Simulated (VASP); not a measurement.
# Te (C2/m) in VASP: further runs, part 2 of 2

VASP 6.6.1.

## Step 4: Single point, PBE

INCAR

```
ADDGRID = F
ALGO = Normal
EDIFF = 1E-6
ENCUT = 460
GGA = PE
ISIF = 2
ISMEAR = 0
LASPH = T
LCHARG = F
LREAL = Auto
LWAVE = F
NBANDS = 16
NELM = 100
PREC = Accurate
SIGMA = 0.05
```

KPOINTS

```
k-points
0
Gamma
  3 3 2
```

POSCAR

```
Te
1.0
    3.8202894285     -2.1482026000      0.0000000000
    3.8202894285      2.1482026000      0.0000000000
   -0.0942908673      0.0000000000      5.9760906531
Te
3
Direct
    0.0000000000      0.0000000000      0.0000000000
    0.3094466100      0.3094466100      0.3388094900
    0.6905533900      0.6905533900      0.6611905100
```

Potentials or basis: VASP PAW PBE potentials, release 64 (Te).

On the command line:

```sh
> cat potpaw_PBE.64/Te/POTCAR > POTCAR
> mpirun -np 1 vasp_std > vasp.out
```

OUTCAR:

```text
EDIFF = 1E-6
   ENCUT = 460
   GGA = PE
   ISIF = 2
   ISMEAR = 0
   LASPH = T
   LREAL = Auto
   NELM = 100
   PREC = Accurate

 Found      8 irreducible k-points:

 Following reciprocal coordinates:
            Coordinates               Weight
  0.000000  0.000000  0.000000      1.000000
  0.333333 -0.000000 -0.000000      4.000000
  0.333333  0.333333  0.000000      2.000000
 -0.333333  0.333333  0.000000      2.000000
  0.000000  0.000000  0.500000      1.000000
  0.333333 -0.000000  0.500000      4.000000
   k-points           NKPTS =      8   k-points in BZ     NKDIM =      8   number of bands    NBANDS=     16
   number of dos      NEDOS =    301   number of ions     NIONS =      3
   total plane-waves  NPLWV =  43008
   dimension x,y,z NGX =    32 NGY =   32 NGZ =   42
   dimension x,y,z NGXF=    64 NGYF=   64 NGZF=   84
   ions per type =               3
   NGX,Y,Z   is equivalent  to a cutoff of  12.14, 12.14, 11.68 a.u.
   NGXF,Y,Z  is equivalent  to a cutoff of  24.28, 24.28, 23.36 a.u.
 SYSTEM =  unknown system
   PREC   = accura    normal or accurate (medium, high low for compatibility)
   ISTART =      0    job   : 0-new  1-cont  2-samecut
   ICHARG =      2    charge: 1-file 2-atom 10-const
[... 59 lines left out ...]
 cond. band min:       6.6522173340   @ k =   0.0000   0.0000   0.5000
 fundamental gap:      0.3061558392
 Fermi energy:         6.4996387394

 k-point     1 :       0.0000    0.0000    0.0000
  band No.  band energies     occupation
      1      -7.2069      2.00000
      2      -4.0079      2.00000
      3      -3.8804      2.00000
      4       3.7137      2.00000
      5       3.7813      2.00000
      6       4.2429      2.00000
[... 91 lines left out ...]
      3      -3.3303      2.00000
      4       1.2962      2.00000
      5       2.8106      2.00000
      6       3.2795      2.00000
[... 8 lines left out ...]
     15      13.0802      0.00000
     16      13.8213      0.00000

 [... further k-points ...]

------------------------ aborting loop because EDIFF is reached ----------------------------------------

  FORCE on cell =-STRESS in cart. coord.  units (eV):
  Direction    XX          YY          ZZ          XY          YZ          ZX
  --------------------------------------------------------------------------------------
  -------------------------------------------------------------------------------------
  Total        1.2285050      2.5253201     -1.1702601      0.0000000      0.0000000     -0.5677586
  in kB       20.0663702     41.2485170    -19.1149997      0.0000000      0.0000000     -9.2737555
  external PRESSURE =      14.0666291 kB  Pullay stress =       0.0000000 kB

 VOLUME and BASIS-vectors are now :
 -----------------------------------------------------------------------------
  energy-cutoff  :      460.00
  volume of cell :       98.09
      direct lattice vectors                 reciprocal lattice vectors
     3.820289429 -2.148202600  0.000000000     0.130880136 -0.232752721  0.002065029
     3.820289429  2.148202600  0.000000000     0.130880136  0.232752721  0.002065029
    -0.094290867  0.000000000  5.976090653     0.000000000  0.000000000  0.167333472

 POSITION                                       TOTAL-FORCE (eV/Angst)
 -----------------------------------------------------------------------------------
      0.00000      0.00000      0.00000        -0.000000     -0.000000      0.000000
      2.33240      0.00000      2.02476        -0.279841      0.000000      0.200293
      5.21388      0.00000      3.95133         0.279841      0.000000     -0.200293
 -----------------------------------------------------------------------------------
    total drift:                                0.000000     -0.000000     -0.000000

  FREE ENERGIE OF THE ION-ELECTRON SYSTEM (eV)
  ---------------------------------------------------
  free  energy   TOTEN  =        -8.9590809906 eV

  energy  without entropy=       -8.9590804963  energy(sigma->0) =       -8.95908074
```

OSZICAR:

```text
N       E                     dE             d eps       ncg     rms          rms(c)
DAV:   1     0.623104139238E+02    0.62310E+02   -0.60695E+03   256   0.805E+02
DAV:   2    -0.541169466687E+01   -0.67722E+02   -0.64972E+02   336   0.130E+02
DAV:   3    -0.891131887999E+01   -0.34996E+01   -0.34592E+01   312   0.318E+01
DAV:   4    -0.896559040949E+01   -0.54272E-01   -0.54258E-01   392   0.475E+00
DAV:   5    -0.896611603202E+01   -0.52562E-03   -0.52562E-03   336   0.389E-01    0.125E+01
DAV:   6    -0.895616488468E+01    0.99511E-02   -0.30541E-02   320   0.966E-01    0.765E+00
DAV:   7    -0.895909865749E+01   -0.29338E-02   -0.24445E-02   344   0.965E-01    0.422E-01
DAV:   8    -0.895908607934E+01    0.12578E-04   -0.20002E-03   344   0.264E-01    0.185E-01
DAV:   9    -0.895906024902E+01    0.25830E-04   -0.33931E-04   352   0.109E-01    0.595E-02
DAV:  10    -0.895908010559E+01   -0.19857E-04   -0.70800E-05   320   0.452E-02    0.142E-02
DAV:  11    -0.895908099061E+01   -0.88502E-06   -0.77207E-06   336   0.163E-02
   1 F= -.89590810E+01 E0= -.89590807E+01  d E =-.494267E-06
```

Run time: 12 s. Hardware: 1 thread of AMD EPYC 7R13 (Zen 3), shared host; peak memory 0.16 GiB.

These settings aren't checked as converged: the numbers below hold their error.

Results:

* Free energy: -8.9591 eV
* Pressure: 1.4 GPa
* Largest force: 0.344 eV/Å
* Band gap on the k mesh: none (metal or under the smearing width)

Caveat: the k mesh is coarse (spacing up to 0.56 Å⁻¹), so the values aren't converged.

## Step 5: Single point, PBE

INCAR is that of step 4.

KPOINTS is that of step 4.

POSCAR

```
Te
1.0
    3.8202894285     -2.1482026000      0.0000000000
    3.8202894285      2.1482026000      0.0000000000
   -0.0942908673      0.0000000000      5.9760906531
Te
3
Direct
    0.0053760000      0.0030970000      0.0153300000
    0.3128830000      0.3144850000      0.3485460000
    0.7243610000      0.6723340000      0.6509690000
```

Potentials or basis: VASP PAW PBE potentials, release 64 (Te).

On the command line:

```sh
> cat potpaw_PBE.64/Te/POTCAR > POTCAR
> mpirun -np 1 vasp_std > vasp.out
```

OUTCAR:

```text
EDIFF = 1E-6
   ENCUT = 460
   GGA = PE
   ISIF = 2
   ISMEAR = 0
   LASPH = T
   LREAL = Auto
   NELM = 100
   PREC = Accurate

 Found     10 irreducible k-points:

 Following reciprocal coordinates:
            Coordinates               Weight
  0.000000  0.000000  0.000000      1.000000
  0.333333 -0.000000 -0.000000      2.000000
  0.000000 -0.333333  0.000000      2.000000
[... 195 lines left out ...]

  FORCE on cell =-STRESS in cart. coord.  units (eV):
  Direction    XX          YY          ZZ          XY          YZ          ZX
  --------------------------------------------------------------------------------------
  -------------------------------------------------------------------------------------
  Total        1.0999427      2.2808809      0.0331492      0.1822816      0.0099990     -0.7940001
  in kB       17.9664368     37.2558526      0.5414583      2.9773826      0.1633242    -12.9691780
  external PRESSURE =      18.5879159 kB  Pullay stress =       0.0000000 kB

 VOLUME and BASIS-vectors are now :
 -----------------------------------------------------------------------------
  energy-cutoff  :      460.00
  volume of cell :       98.09
      direct lattice vectors                 reciprocal lattice vectors
     3.820289429 -2.148202600  0.000000000     0.130880136 -0.232752721  0.002065029
     3.820289429  2.148202600  0.000000000     0.130880136  0.232752721  0.002065029
    -0.094290867  0.000000000  5.976090653     0.000000000  0.000000000  0.167333472

 POSITION                                       TOTAL-FORCE (eV/Angst)
 -----------------------------------------------------------------------------------
      0.03092     -0.00490      0.09161         0.097686     -0.052264      0.165703
      2.36386      0.00344      2.08294        -0.251813      0.200628     -0.160076
      5.27440     -0.11176      3.89025         0.154128     -0.148364     -0.005627
 -----------------------------------------------------------------------------------
    total drift:                               -0.001060      0.003756     -0.003570

  FREE ENERGIE OF THE ION-ELECTRON SYSTEM (eV)
  ---------------------------------------------------
  free  energy   TOTEN  =        -8.9887419006 eV

  energy  without entropy=       -8.9850810809  energy(sigma->0) =       -8.98691149
```

OSZICAR:

```text
N       E                     dE             d eps       ncg     rms          rms(c)
DAV:   1     0.616497156122E+02    0.61650E+02   -0.58370E+03   320   0.791E+02
DAV:   2    -0.541762681937E+01   -0.67067E+02   -0.64101E+02   432   0.127E+02
DAV:   3    -0.897064905123E+01   -0.35530E+01   -0.35237E+01   384   0.318E+01
DAV:   4    -0.902897300129E+01   -0.58324E-01   -0.58314E-01   480   0.487E+00
DAV:   5    -0.902975509803E+01   -0.78210E-03   -0.78210E-03   424   0.483E-01    0.127E+01
DAV:   6    -0.898719356524E+01    0.42562E-01   -0.95525E-02   400   0.172E+00    0.790E+00
DAV:   7    -0.898874614542E+01   -0.15526E-02   -0.51859E-02   416   0.123E+00    0.946E-01
DAV:   8    -0.898888148874E+01   -0.13534E-03   -0.27925E-03   448   0.310E-01    0.360E-01
DAV:   9    -0.898872080867E+01    0.16068E-03   -0.73230E-04   432   0.142E-01    0.819E-02
DAV:  10    -0.898874228972E+01   -0.21481E-04   -0.11403E-04   392   0.572E-02    0.227E-02
DAV:  11    -0.898874130018E+01    0.98954E-06   -0.15012E-05   424   0.218E-02    0.758E-03
DAV:  12    -0.898874190057E+01   -0.60039E-06   -0.20920E-06   384   0.746E-03
   1 F= -.89887419E+01 E0= -.89869115E+01  d E =-.366082E-02
```

Run time: 15 s. Hardware: 1 thread of AMD EPYC 7R13 (Zen 3), shared host; peak memory 0.16 GiB.

The run converged, but some of its settings lie outside the range that counts as converged, so its numbers aren't taken as properties of the crystal.

What came out:

```
Free energy            : -8.9887 eV
Pressure               : 1.9 GPa
Largest force          : 0.360 eV/Å
Band gap on the k mesh : none (metal or under the smearing width)
```

Caveat: the k mesh is coarse (spacing up to 0.56 Å⁻¹), so the values aren't converged.

## Step 6: Single point, PBE

Edit INCAR of step 5 so:

```diff
@@ -2,3 +2,3 @@
 ALGO = Normal
-EDIFF = 1E-6
+EDIFF = 0.01
 ENCUT = 460
@@ -9,3 +9,3 @@
 LCHARG = F
-LREAL = Auto
+LREAL = F
 LWAVE = F
```

KPOINTS is that of step 5.

POSCAR

```
Te
1.0
    3.8202894285     -2.1482026000      0.0000000000
    3.8202894285      2.1482026000      0.0000000000
   -0.0942908673      0.0000000000      5.9760906531
Te
3
Direct
    0.0000000000      0.0000000000      0.0000000000
    0.3094466100      0.3094466100      0.3388094900
    0.6905533900      0.6905533900      0.6611905100
```

Potentials or basis: VASP PAW PBE potentials, release 64 (Te).

On the command line:

```sh
> cat potpaw_PBE.64/Te/POTCAR > POTCAR
> mpirun -np 1 vasp_std > vasp.out
```

Wall time 4.9 s (1 thread of AMD EPYC 7R13 (Zen 3), shared host); peak memory 0.15 GiB.

These settings aren't checked as converged: the numbers below hold their error.

Results:

* Free energy: -8.9540 eV
* Pressure: 1.0 GPa
* Largest force: 0.325 eV/Å
* Band gap on the k mesh: none (metal or under the smearing width)

Caveat: the k mesh is coarse (spacing up to 0.56 Å⁻¹), so the values aren't converged.
